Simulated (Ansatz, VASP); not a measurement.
## Cross-check of C212N3 between VASP and Ansatz

Aim: how closely do two programs agree when they are given the same cell, functional and k mesh? The cell is taken from a series of runs on this material, whose earlier steps may have relaxed, scaled, displaced or heated it; both programs get it as it stands.

Program: Ansatz 0.2.0. Level of theory: plane waves, with VASP 6.6.1 beside it; single point at PBEsol. Results are calculated unless marked as measured.

**1. The starting structure**

The cell holds 215 atoms: 212 C and 3 N. Its edges and angles: a = 10.661 Å, b = 10.661 Å, c = 10.661 Å, α = 90.0°, β = 90.0°, γ = 90.0°. It derives from C (C (Fd-3m)). Nearest the centre at fractional (0.479, 0.479, 0.479): N214 at 1.58 Å, N213 at 1.59 Å, N215 at 1.59 Å, C108 at 2.01 Å, C106 at 2.20 Å, C105 at 2.20 Å, C107 at 2.20 Å, C125 at 2.52 Å.

**2. Ansatz: single point, PBEsol**

Ansatz runs on its default PAW (the set named soft_2) files.

With cell and atoms fixed, the geometry can't cause a difference; cores, projectors, grids and the points listed under the comparison can.

Input file input.yaml:

```yaml
crystal:
  lattice:
    - [10.66142552, 0.0, 0.0]
    - [0.0, 10.66142552, 0.0]
    - [0.0, 0.0, 10.66142552]
  atoms:
    - { symbol: C, position: [0.000110751, -7.8987e-05, 0.166697495] }
    - { symbol: C, position: [0.000110751, 0.166652989, -3.4481e-05] }
    - { symbol: C, position: [0.166842727, -7.8987e-05, -3.4481e-05] }
    - { symbol: C, position: [0.16704673, 0.166856992, 0.166901498] }
    - { symbol: C, position: [0.083554059, 0.083364321, 0.249994226] }
    - { symbol: C, position: [0.083554059, 0.24994972, 0.083408827] }
    - { symbol: C, position: [0.250139458, 0.083364321, 0.083408827] }
    - { symbol: C, position: [0.250655482, 0.250465744, 0.25051025] }
    - { symbol: C, position: [0.000328525, 0.000138787, 0.500080918] }
    - { symbol: C, position: [0.000346573, 0.166780915, 0.333321034] }
    - { symbol: C, position: [0.166970653, 0.000156835, 0.333321034] }
    - { symbol: C, position: [0.166563336, 0.166373598, 0.500088635] }
    - { symbol: C, position: [0.083319186, 0.083129448, 0.583326985] }
    - { symbol: C, position: [0.083762872, 0.250233432, 0.416847732] }
    - { symbol: C, position: [0.25042317, 0.083573134, 0.416847732] }
    - { symbol: C, position: [0.248966945, 0.248777207, 0.583565057] }
    - { symbol: C, position: [8.0152e-05, -0.000109585, 0.833261991] }
    - { symbol: C, position: [-7.5215e-05, 0.166655663, 0.666652357] }
    - { symbol: C, position: [0.166845401, -0.000264953, 0.666652357] }
    - { symbol: C, position: [0.166733284, 0.166543547, 0.833365801] }
    - { symbol: C, position: [0.083334638, 0.0831449, 0.916613371] }
    - { symbol: C, position: [0.083064084, 0.249735836, 0.750085536] }
    - { symbol: C, position: [0.249925574, 0.082874346, 0.750085536] }
    - { symbol: C, position: [0.249974935, 0.249785197, 0.91684673] }
    - { symbol: C, position: [0.000346573, 0.333276528, 0.166825421] }
    - { symbol: C, position: [0.000328525, 0.500036412, 0.000183292] }
    - { symbol: C, position: [0.166970653, 0.333276528, 0.000201341] }
    - { symbol: C, position: [0.166563336, 0.500044129, 0.166418104] }
    - { symbol: C, position: [0.083762872, 0.416803226, 0.250277938] }
    - { symbol: C, position: [0.083319186, 0.583282479, 0.083173954] }
    - { symbol: C, position: [0.25042317, 0.416803226, 0.08361764] }
    - { symbol: C, position: [0.248966945, 0.583520551, 0.248821713] }
    - { symbol: C, position: [7.4552e-05, 0.333411034, 0.499986086] }
    - { symbol: C, position: [7.4552e-05, 0.499941581, 0.33345554] }
    - { symbol: C, position: [0.168045835, 0.333937981, 0.333982487] }
    - { symbol: C, position: [0.166966876, 0.499944268, 0.499988774] }
    - { symbol: C, position: [0.083275768, 0.416545229, 0.583339306] }
    - { symbol: C, position: [0.083275768, 0.583294801, 0.416589735] }
    - { symbol: C, position: [0.251907666, 0.41821024, 0.418254746] }
    - { symbol: C, position: [0.252151445, 0.581490043, 0.581534549] }
    - { symbol: C, position: [-0.000126417, 0.333305694, 0.833166407] }
    - { symbol: C, position: [1.5829e-05, 0.499978163, 0.666469369] }
    - { symbol: C, position: [0.166388751, 0.333058542, 0.666820403] }
    - { symbol: C, position: [0.166675121, 0.499915325, 0.83342715] }
    - { symbol: C, position: [0.083329784, 0.416536684, 0.916760416] }
    - { symbol: C, position: [0.083799164, 0.583027923, 0.749586925] }
    - { symbol: C, position: [0.249264931, 0.41620935, 0.750621959] }
    - { symbol: C, position: [0.25027169, 0.583138557, 0.916330619] }
    - { symbol: C, position: [-7.5215e-05, 0.666607851, 0.166700169] }
    - { symbol: C, position: [8.0152e-05, 0.833217485, -6.508e-05] }
    - { symbol: C, position: [0.166845401, 0.666607851, -0.000220447] }
    - { symbol: C, position: [0.166733284, 0.833321295, 0.166588052] }
    - { symbol: C, position: [0.083064084, 0.75004103, 0.249780342] }
    - { symbol: C, position: [0.083334638, 0.916568865, 0.083189405] }
    - { symbol: C, position: [0.249925574, 0.75004103, 0.082918852] }
    - { symbol: C, position: [0.249974935, 0.916802224, 0.249829703] }
    - { symbol: C, position: [1.5829e-05, 0.666424863, 0.500022669] }
    - { symbol: C, position: [-0.000126417, 0.833121901, 0.3333502] }
    - { symbol: C, position: [0.166388751, 0.666775897, 0.333103048] }
    - { symbol: C, position: [0.166675121, 0.833382644, 0.499959831] }
    - { symbol: C, position: [0.083799164, 0.74954242, 0.583072429] }
    - { symbol: C, position: [0.083329784, 0.91671591, 0.41658119] }
    - { symbol: C, position: [0.249264931, 0.750577453, 0.416253856] }
    - { symbol: C, position: [0.25027169, 0.916286113, 0.583183063] }
    - { symbol: C, position: [0.000403282, 0.666626582, 0.83317715] }
    - { symbol: C, position: [0.000403282, 0.833132644, 0.666671088] }
    - { symbol: C, position: [0.168177631, 0.665898265, 0.665942771] }
    - { symbol: C, position: [0.167042209, 0.832984389, 0.833028895] }
    - { symbol: C, position: [0.08354366, 0.749820012, 0.916414477] }
[... 13 lines left out ...]
    - { symbol: C, position: [0.334127719, 0.167856097, 0.333982487] }
    - { symbol: C, position: [0.500131318, -0.000115186, 0.33345554] }
    - { symbol: C, position: [0.500134006, 0.166777138, 0.499988774] }
    - { symbol: C, position: [0.416734967, 0.08308603, 0.583339306] }
    - { symbol: C, position: [0.418399978, 0.251717928, 0.418254746] }
    - { symbol: C, position: [0.583484538, 0.08308603, 0.416589735] }
    - { symbol: C, position: [0.581679781, 0.251961707, 0.581534549] }
    - { symbol: C, position: [0.333495432, -0.000316155, 0.833166407] }
    - { symbol: C, position: [0.33324828, 0.166199014, 0.666820403] }
    - { symbol: C, position: [0.500167901, -0.000173908, 0.666469369] }
    - { symbol: C, position: [0.500105063, 0.166485383, 0.83342715] }
    - { symbol: C, position: [0.416726422, 0.083140046, 0.916760416] }
    - { symbol: C, position: [0.416399088, 0.249075193, 0.750621959] }
    - { symbol: C, position: [0.583217661, 0.083609427, 0.749586925] }
    - { symbol: C, position: [0.583328295, 0.250081952, 0.916330619] }
    - { symbol: C, position: [0.334127719, 0.333937981, 0.167900603] }
    - { symbol: C, position: [0.333600772, 0.499941581, -7.068e-05] }
    - { symbol: C, position: [0.500131318, 0.333411034, -7.068e-05] }
    - { symbol: C, position: [0.500134006, 0.499944268, 0.166821644] }
    - { symbol: C, position: [0.418399978, 0.41821024, 0.251762434] }
    - { symbol: C, position: [0.416734967, 0.583294801, 0.083130536] }
    - { symbol: C, position: [0.583484538, 0.416545229, 0.083130536] }
    - { symbol: C, position: [0.581679781, 0.581490043, 0.252006213] }
    - { symbol: C, position: [0.334298477, 0.334108739, 0.503392593] }
    - { symbol: C, position: [0.334298477, 0.503348087, 0.334153245] }
    - { symbol: C, position: [0.503537825, 0.334108739, 0.334153245] }
    - { symbol: "N", position: [0.409130807, 0.408941069, 0.589950976] }
    - { symbol: "N", position: [0.409130807, 0.589906471, 0.408985575] }
    - { symbol: "N", position: [0.590096208, 0.408941069, 0.408985575] }
    - { symbol: C, position: [0.588349696, 0.588159958, 0.588204463] }
    - { symbol: C, position: [0.333382247, 0.333192509, 0.833571158] }
    - { symbol: C, position: [0.334910905, 0.496920874, 0.665407483] }
    - { symbol: C, position: [0.497110612, 0.334721167, 0.665407483] }
    - { symbol: C, position: [0.500223326, 0.500033588, 0.832669671] }
    - { symbol: C, position: [0.416820104, 0.416630366, 0.916520022] }
    - { symbol: C, position: [0.418069878, 0.582144826, 0.748176295] }
    - { symbol: C, position: [0.582334564, 0.41788014, 0.748176295] }
    - { symbol: C, position: [0.583443328, 0.58325359, 0.916421351] }
    - { symbol: C, position: [0.33324828, 0.666775897, 0.166243519] }
    - { symbol: C, position: [0.333495432, 0.833121901, -0.000271649] }
    - { symbol: C, position: [0.500167901, 0.666424863, -0.000129403] }
    - { symbol: C, position: [0.500105063, 0.833382644, 0.166529889] }
    - { symbol: C, position: [0.416399088, 0.750577453, 0.249119699] }
    - { symbol: C, position: [0.416726422, 0.91671591, 0.083184552] }
    - { symbol: C, position: [0.583217661, 0.74954242, 0.083653932] }
    - { symbol: C, position: [0.583328295, 0.916286113, 0.250126458] }
    - { symbol: C, position: [0.334910905, 0.665362977, 0.49696538] }
    - { symbol: C, position: [0.333382247, 0.833526653, 0.333237014] }
    - { symbol: C, position: [0.497110612, 0.665362977, 0.334765673] }
    - { symbol: C, position: [0.500223326, 0.832625165, 0.500078094] }
    - { symbol: C, position: [0.418069878, 0.748131789, 0.582189332] }
    - { symbol: C, position: [0.416820104, 0.916475516, 0.416674872] }
    - { symbol: C, position: [0.582334564, 0.748131789, 0.417924646] }
    - { symbol: C, position: [0.583443328, 0.916376846, 0.583298096] }
    - { symbol: C, position: [0.333953887, 0.665700345, 0.832266256] }
    - { symbol: C, position: [0.333953887, 0.83222175, 0.665744851] }
    - { symbol: C, position: [0.502838894, 0.665187803, 0.665232309] }
    - { symbol: C, position: [0.500509446, 0.833888318, 0.833932824] }
    - { symbol: C, position: [0.417020993, 0.749659565, 0.91621415] }
    - { symbol: C, position: [0.417020993, 0.916169645, 0.749704071] }
    - { symbol: C, position: [0.582924816, 0.750857232, 0.750901737] }
    - { symbol: C, position: [0.583263292, 0.91696601, 0.917010516] }
    - { symbol: C, position: [0.666797589, -0.000264953, 0.166700169] }
    - { symbol: C, position: [0.666797589, 0.166655663, -0.000220447] }
    - { symbol: C, position: [0.833407223, -0.000109585, -6.508e-05] }
    - { symbol: C, position: [0.833511033, 0.166543547, 0.166588052] }
    - { symbol: C, position: [0.750230768, 0.082874346, 0.249780342] }
    - { symbol: C, position: [0.750230768, 0.249735836, 0.082918852] }
    - { symbol: C, position: [0.916758603, 0.0831449, 0.083189405] }
    - { symbol: C, position: [0.916991962, 0.249785197, 0.249829703] }
    - { symbol: C, position: [0.666614601, -0.000173908, 0.500022669] }
    - { symbol: C, position: [0.666965635, 0.166199014, 0.333103048] }
    - { symbol: C, position: [0.833311639, -0.000316155, 0.3333502] }
    - { symbol: C, position: [0.833572382, 0.166485383, 0.499959831] }
    - { symbol: C, position: [0.749732157, 0.083609427, 0.583072429] }
    - { symbol: C, position: [0.750767191, 0.249075193, 0.416253856] }
    - { symbol: C, position: [0.916905648, 0.083140046, 0.41658119] }
    - { symbol: C, position: [0.916475851, 0.250081952, 0.583183063] }
    - { symbol: C, position: [0.66681632, 0.000213544, 0.83317715] }
    - { symbol: C, position: [0.666088003, 0.167987893, 0.665942771] }
    - { symbol: C, position: [0.833322382, 0.000213544, 0.666671088] }
    - { symbol: C, position: [0.833174127, 0.166852472, 0.833028895] }
    - { symbol: C, position: [0.75000975, 0.083353923, 0.916414477] }
    - { symbol: C, position: [0.74954273, 0.250515858, 0.749397498] }
    - { symbol: C, position: [0.916559709, 0.083353923, 0.749864518] }
    - { symbol: C, position: [0.91655706, 0.249980164, 0.916411828] }
    - { symbol: C, position: [0.666965635, 0.333058542, 0.166243519] }
    - { symbol: C, position: [0.666614601, 0.499978163, -0.000129403] }
    - { symbol: C, position: [0.833311639, 0.333305694, -0.000271649] }
    - { symbol: C, position: [0.833572382, 0.499915325, 0.166529889] }
    - { symbol: C, position: [0.750767191, 0.41620935, 0.249119699] }
    - { symbol: C, position: [0.749732157, 0.583027923, 0.083653932] }
    - { symbol: C, position: [0.916905648, 0.416536684, 0.083184552] }
    - { symbol: C, position: [0.916475851, 0.583138557, 0.250126458] }
    - { symbol: C, position: [0.665552715, 0.334721167, 0.49696538] }
    - { symbol: C, position: [0.665552715, 0.496920874, 0.334765673] }
    - { symbol: C, position: [0.83371639, 0.333192509, 0.333237014] }
    - { symbol: C, position: [0.832814903, 0.500033588, 0.500078094] }
    - { symbol: C, position: [0.748321527, 0.41788014, 0.582189332] }
    - { symbol: C, position: [0.748321527, 0.582144826, 0.417924646] }
    - { symbol: C, position: [0.916665254, 0.416630366, 0.416674872] }
    - { symbol: C, position: [0.916566584, 0.58325359, 0.583298096] }
    - { symbol: C, position: [0.665890083, 0.33376415, 0.832266256] }
    - { symbol: C, position: [0.665377541, 0.502649156, 0.665232309] }
    - { symbol: C, position: [0.832411488, 0.33376415, 0.665744851] }
    - { symbol: C, position: [0.834078056, 0.500319708, 0.833932824] }
    - { symbol: C, position: [0.749849303, 0.416831256, 0.91621415] }
    - { symbol: C, position: [0.751046969, 0.582735078, 0.750901737] }
    - { symbol: C, position: [0.916359382, 0.416831256, 0.749704071] }
    - { symbol: C, position: [0.917155748, 0.583073554, 0.917010516] }
    - { symbol: C, position: [0.666088003, 0.665898265, 0.168032399] }
    - { symbol: C, position: [0.66681632, 0.833132644, 0.00025805] }
    - { symbol: C, position: [0.833322382, 0.666626582, 0.00025805] }
    - { symbol: C, position: [0.833174127, 0.832984389, 0.166896977] }
    - { symbol: C, position: [0.74954273, 0.749352992, 0.250560363] }
    - { symbol: C, position: [0.75000975, 0.916369972, 0.083398428] }
    - { symbol: C, position: [0.916559709, 0.749820012, 0.083398428] }
    - { symbol: C, position: [0.91655706, 0.916367323, 0.250024669] }
    - { symbol: C, position: [0.665377541, 0.665187803, 0.502693661] }
    - { symbol: C, position: [0.665890083, 0.83222175, 0.333808655] }
    - { symbol: C, position: [0.832411488, 0.665700345, 0.333808655] }
    - { symbol: C, position: [0.834078056, 0.833888318, 0.500364214] }
    - { symbol: C, position: [0.751046969, 0.750857232, 0.582779584] }
    - { symbol: C, position: [0.749849303, 0.916169645, 0.416875761] }
    - { symbol: C, position: [0.916359382, 0.749659565, 0.416875761] }
    - { symbol: C, position: [0.917155748, 0.91696601, 0.58311806] }
    - { symbol: C, position: [0.666876592, 0.666686854, 0.833349666] }
    - { symbol: C, position: [0.666876592, 0.833305161, 0.66673136] }
    - { symbol: C, position: [0.833494898, 0.666686854, 0.66673136] }
    - { symbol: C, position: [0.833407146, 0.833217408, 0.833261914] }
    - { symbol: C, position: [0.749994894, 0.749805156, 0.916745474] }
    - { symbol: C, position: [0.749994894, 0.916700968, 0.749849662] }
    - { symbol: C, position: [0.916890706, 0.749805156, 0.749849662] }
    - { symbol: C, position: [0.916665377, 0.91647564, 0.916520145] }
basis:
  ecutwfc: 420
  xc_grid: 2
hamiltonian:
  xc: pbesol
kpoints:
  mp_grid: { grid: [1, 1, 1] }
magnetization:
  spin_polarized: true
  initial_magnetization: 1
  spin_locking: { lock_magnetization: hard }
scf:
  occupations: { method: fermi_dirac, width: 0.01 }
  max_iter: 120
  n_extra_bands: 20
  lower_state_search: "off"
output:
  forces: true
checkpoint:
  read: "../ground.run"
  write: "../ground_at_excited.run"
  compress: false
  write_wavefunctions: true
  write_every: 100000
```

Started as:

```sh
$ ansatz run input.yaml --threads 32 --pin off --max-ram 84787MiB --backend cuda --events-out ev --progress --plain --runs-dir out --max-vram 78GiB
```

Numbers of over 12 decimals in the logs are rounded to 6 here.

Output:

```text
Warning: the band count 452 (scf.n_extra_bands) hosts the net moment |M| = 1.0000 μB (N_el = 863) but caps the reachable moment at 2·n_bands − N_el = 41.0000 μB, below the 647 bands that the automatic rule leaves for it — a moment growing past the seed, or the majority channel's smearing tail, pins there with fewer empty majority states than that count leaves; raise or omit scf.n_extra_bands unless the cap is intende
Warning: checkpoint.read: the run can stay near the saved state's solution: 215 site(s) moved relative to the saved geometry (max |Δs| = 2.633e-3 fractional); the SCF starts from the saved state under `checkpoint.density_extrapolation: transplant`, in force with no word given; its orbitals are not used off its sites. A run without `checkpoint.read` takes nothing of the state. A lower free energy from it at the same p
scf.n_extra_bands = 20 over 432 filled bands (N_el = 863.0): the run solves 452 bands
Engine: ansatz 0.2.0, aarch64-unknown-linux-gnu
Pseudopotentials: kind: paw
Pseudopotential: C, paw, valence charge 4, recommended cutoff 420 eV (normal), C.paw.azcp
Pseudopotential: N, paw, valence charge 5, recommended cutoff 420 eV (normal), N.paw.azcp
Functional definition: PBEsol
  exchange = pbesol_x
  correlation = pbesol_c
device memory: the entry about to start is reckoned to put 6.9 GiB on a device that reports 171.7 GiB free (of which the cap on the GPU budget leaves the run 78.0 GiB)
GPU FFT provider: cuFFT
GPU libraries: cuBLAS 13.8.1, cuFFT 12.4.0, cuSOLVER 12.3.2
GPU matrix products: emulated (plane waves: as basis.precision tells), large ones in fixed point in workspaces of 1.00 GiB
Crystal: 215 atoms, lattice volume = 1211.842 Å³
Basis set: ecut = 420 eV, 23703 PW (Γ), exchange–correlation on 144×144×144 points (8 copies of the dense FFT grid, shifted against one another)
Bands: 452, of which v1, the nominal top of the filled ones, is band 432 counted from 1 (431 counted from 0)
Symmetry: 6 space group operations
Space group: R3m (ITA 160), of the structure as read, at distance tolerance 1.1e-4 Å
Magnetic group: BNS 160.65 (UNI 1295), of the structure as read, at distance tolerance 1.1e-4 Å
k-points: 1
Non-local potential: C, projectors of the file, l = 0: 2, l = 1: 2, l = 2: 1
Non-local potential: N, projectors of the file, l = 0: 2, l = 1: 2, l = 2: 1
PAW form: soft (Blöchl's): semilocal exchange-correlation on the pseudo side does not see the compensation charge
PAW frozen core: C, regenerated for the run's functional, and the local potential with it (the file was generated under x = pbe(κ = 0.804, μ = 0.219515), c = pbe(β = 0.066725))
[...]
SCF iter   6: F=—  HF=-53422.978115 eV  |Δ(HF+E_count)|=   7.25e-8  Δρ=2.07e-6 (↑2.05e-6 ↓2.07e-6)  dr2=1.79e-7  dr2_m=3.47e-9  M=1.000 μB ∫|m|=1.125 μB  Hψ=1815
SCF iter   7: F=-53422.978115 eV  HF=-53422.978115 eV  |Δ(HF+E_count)|=   1.35e-8  Δρ=7.04e-7 (↑6.14e-7 ↓7.04e-7)  dr2=1.59e-8  dr2_m=6.99e-10  M=1.000 μB ∫|m|=1.125 μB  Hψ=2644
SCF 1 converged in 7 iterations: F = -53422.978115 eV  dr2 = 1.59e-8
[...]
device memory: the entry about to start is reckoned to put 6.4 GiB (of the 7.0 GiB reckoned in all, the device holds 0.7 GiB already) on a device that reports 170.3 GiB free (of which the cap on the GPU budget leaves the run 77.3 GiB)
NSCF: frozen V_eff on 1 k-points
[...]
SCF converged after 7 iterations
Stability checked in part: among states of this total moment the steps that led to this state did not find it unstable. No probe was made; neither looks for a lower state of another moment (fixed_total_moment; see scf.lower_state_search)
Magnetization: 1.0000 μB (432.0000 up, 431.0000 down)
Absolute magnetization: 1.1251 μB (∫|ρ↑−ρ↓|, with the PAW one-centre terms)
Spin contamination: 0.0027 ħ² per cell (⟨S²⟩ above its minimum at these occupations)
Per-site moments (μB) at R_I (Å): [(3.3160299561090656e-5, 0.634987), (3.3160299561092573e-5, 0.634987), (3.316029956110025e-5, 0.634987), (0.000127053, 0.634973), (8.66901288308474e-5, 0.634649), (8.669012883086436e-5, 0.634649), (8.669012883081678e-5, 0.634649), (0.000183579, 0.633649), (0.000819233, 0.63
Free energy (F): -53422.978115 eV
Harris-Foulkes:  -53422.978115 eV  (|F-HF|=5.68e-9)
Internal energy: -53422.978115 eV  (E = F + TS)
E sigma→0 (E₀):  -53422.978115 eV
Fermi energy:    14.812021 (↑ 15.810889, ↓ 14.574355) eV
--- Per-component energies (eV) ---
  E_band       = 3722.331065
  E_kinetic    = 19970.761445
  E_local      = -13466.727830  (includes V_loc(G=0)·N_el)
  E_nonlocal   = 5806.581640
  E_hartree    = 2965.307987
  E_xc         = -10446.351869
  E_vxc        = -13014.346230  (∫ρ·V_xc dr)
  E_paw        = -20585.603914  (= ΣΔE_a)
  E_vpaw       = -1504.555572  (= ΣTr[D̂ρ^β])
  E_aug_tail   = 0.002133  (compensation charges beyond the density's cutoff)
  E_ewald      = -37671.505311
  E_core_change = 4.557604  (= ΣΔE_core)
  E_smearing   = -0.000000  (= −TS)
  E_closure    = 0.000000  (closes the sum)
  Σ components = -53422.978115   (vs F -53422.978115, Δ=0.00e0)
--- Forces (eV/Å), atoms counted from 1 ---
  atom   1  C     -0.02513673    -0.02513673    -0.03627793
  atom   2  C     -0.02513673    -0.03627793    -0.02513673
  atom   3  C     -0.03627793    -0.02513673    -0.02513673
  atom   4  C     -0.01881997    -0.01881997    -0.01881997
  atom   5  C      0.02536968     0.02536968     0.04056487
  atom   6  C      0.02536968     0.04056487     0.02536968
  [... 209 more lines of this table ...]
  max |Σ_I F_I| component: 1.39e-5 eV/Å
--- Band table (eV) ---
  k-point 0 ↑: bands = ["-8.3757", "-7.5567", "-7.4556", "-7.4556", "-7.2516", "-7.2516", "-7.2261", "-6.6910", "-6.6910", "-6.5139", "-6.2403", "-6.2403", "-6.2319", "-6.2319", "-6.2238", "-6.2216", 
  k-point 0 ↓: bands = ["-8.3690", "-7.5478", "-7.4494", "-7.4494", "-7.2500", "-7.2500", "-7.2116", "-6.6847", "-6.6847", "-6.5060", "-6.2392", "-6.2392", "-6.2301", "-6.2301", "-6.2235", "-6.2185",
```

Reading the cycles: dr2 is the Hartree energy of the density residual (eV), the measure of convergence; HF is the Harris–Foulkes estimate of the energy, which meets the free energy F at convergence.

(Continued in part 2 of 2.)

[Lines on the potential files, build, host, timing and source positions are cut from VASP's logs without a mark.]

[Logs are printed without paths, hosts, clocks, repeated set-up lines and the standing remarks that a program may print on its own settings, such as how far it seeks lower states.]

[Hosts, paths, dates, database ids (printed as entryN), source tags and the programs' standing remarks are cut or masked in the printed files.]
